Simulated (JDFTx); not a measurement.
**SnTe under changes of volume**

One of the cells (31.281 Å³/atom); the others are scaled copies at fixed shape and fractional positions:

```
CELL_PARAMETERS angstrom
0.00000 3.15085 3.15085
3.15085 0.00000 3.15085
3.15085 3.15085 0.00000
ATOMIC_POSITIONS crystal
Te 0.50000 0.50000 0.50000
Sn 0.00000 0.00000 0.00000
```

```yaml
Program: JDFTx 1.7.0 (patched build)
Functional: LDA
Potentials_or_basis: PseudoDojo-SR-LDA-0.4.1-standard with smoothed tails
Cutoff: 1088 eV
Density_cutoff: 8708 eV
k_mesh: 7 × 7 × 7
Occupations: fermi-dirac, width 0.05 eV
Spin: no spin polarisation
```

| volume (Å³/atom) | energy over the lowest point (meV/atom) | pressure (GPa) |
| --- | --- | --- |
| 29.404 | 3.83 | 1.5 |
| 30.030 | 0.00 | 0.4 |
| 30.656 | 0.42 | -0.6 |
| 31.281 | 4.64 | -1.5 |
| 31.907 | 12.23 | -2.4 |
| 32.532 | 22.85 | -3.1 |
| 33.158 | ? | ? |

Q: What does the run at 33.158 Å³/atom give?

A: Energy over the lowest point 36.18 meV/atom; pressure -3.7 GPa.

Worked out: A Birch-Murnaghan fit of order 3 (a polynomial in V^(-2/3)) to the other rows has its minimum at 30.27 Å³/atom with B0 = V·E''(V) = 50 GPa and B' = 4.5. It gives 36.18 meV/atom at 33.158 Å³/atom, against the run's 36.18, and -dE/dV = -3.7 GPa, against -3.7.

Energies are extrapolated to zero smearing.
